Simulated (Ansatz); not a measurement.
The elements of this relaxed trial crystal are hidden behind letters.

```
lattice vectors (Å)
   2.4434   -1.5563    0.0000
   2.4434    1.5563    0.0000
  -0.0606    0.0000    6.1415
fractional positions
X 0.0000 0.0000 0.5000
Z 0.6615 0.6615 0.8389
Z 0.3385 0.3385 0.1611
```

Method: DFT PBE, scalar-relativistic, plane waves, PAW (Ansatz). The final run on the 3-atom cell used 420 eV, a Γ-centred 18×18×8 mesh, 0.10 eV smearing and no spin polarisation.

```
Space group                                : C2/m (No. 12)
Conventional cell                          : a = 4.887 Å, b = 3.113 Å, c = 6.142 Å, β = 90.6°
Volume per atom                            : 15.57 Å³
Density                                    : 8.43 g/cm³
Energy over the elements                   : −0.02 eV/atom
Gap on the 18×18×8 mesh of the 3-atom cell : 0 eV (a metal)
```

Energies are uncorrected and count from the elements' standard states at the same level.

Question: X is a d-block element of period 6 and Z is a p-block element of period 3. Which elements are they?

Answer: X = Ta, Z = Si, so the formula is TaSi2. Density times volume gives a mean mass of 8.43 × 15.57/1.6605 = 79.0 u per atom, and this set has 79.0 u. Around Ta lie 6 Si at 2.67–2.71 Å, 4 Ta at 2.90 Å and 2 Ta at 3.11 Å; Si has 3 Si at 2.54–2.66 Å, 3 Ta at 2.67–2.71 Å, 4 Si at 2.90 Å and 2 Si at 3.11 Å. Other sets within the hints have nearly the same mass, so mass alone doesn't settle it; this one was computed.

Spin–orbit coupling, which can matter for Ta, is left out. The cell is a metal run without spin; a magnetic state may lie lower. This cell was reached by moving the atoms of another relaxed cell at random and relaxing again, last within the group found; it had no such test of its own. Another cell of TaSi2 relaxed alike, in R-3m, lies 137 meV/atom lower, so this cell isn't the stable form at this level.
